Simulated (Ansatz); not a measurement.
## HgS: frozen-core PAW against all-electron methods

```yaml
crystal:
  lattice:
    - [0.00000, 2.92900, 2.92900]
    - [2.92900, 0.00000, 2.92900]
    - [2.92900, 2.92900, 0.00000]
  atoms:
    - { symbol: Hg, position: [0.00000, 0.00000, 0.00000] }
    - { symbol: S, position: [0.75000, 0.75000, 0.75000] }
```

Atom numbers follow the list: Hg1, S2.

The cell is COD entry 1011368, as deposited and not checked against the literature; nothing was relaxed.

No spin–orbit coupling, which matters for the heavy atoms here.

Methods: DFT, PBEsol, PAW with Ansatz's default frozen-core files, scalar-relativistic (Ansatz 0.2.0); DFT, PBEsol, all-electron PAW with datasets made for the crystal, scalar-relativistic (Ansatz 0.2.0); DFT, PBEsol, all-electron LAPW, scalar-relativistic (Ansatz 0.2.0).

For PAW: a Γ-centred 8×8×8 k mesh, Fermi–Dirac smearing of 0.02 eV, cutoff 420 eV, no spin polarisation; the PAW files were made with PBE, and the program remakes their frozen cores for this functional. The crystal-made all-electron datasets (AE datasets) take a cutoff of 260 eV at this cell. LAPW targets a basis error of 1 meV/atom. The Ansatz runs share mesh, smearing and spin set-up. Plane-wave (PAW) pressures include the program's estimate of the Pulay term.

Stress and pressure are positive in compression.

Levels count from the Fermi level.

| quantity | PAW | AE datasets | LAPW |
| --- | --- | --- | --- |
| pressure (GPa) | 0.57 | 0.59 | 0.59 |
| highest filled level at Γ (eV) | -0.014 | -0.014 | -0.014 |
| lowest empty level at Γ (eV) | 5.891 | 5.892 | 5.893 |
| highest filled level at L (eV) | -0.999 | -0.999 | -0.999 |
| lowest empty level at L (eV) | 1.493 | 1.494 | 1.494 |

PAW's pressure differs from the LAPW value by -0.02 GPa.
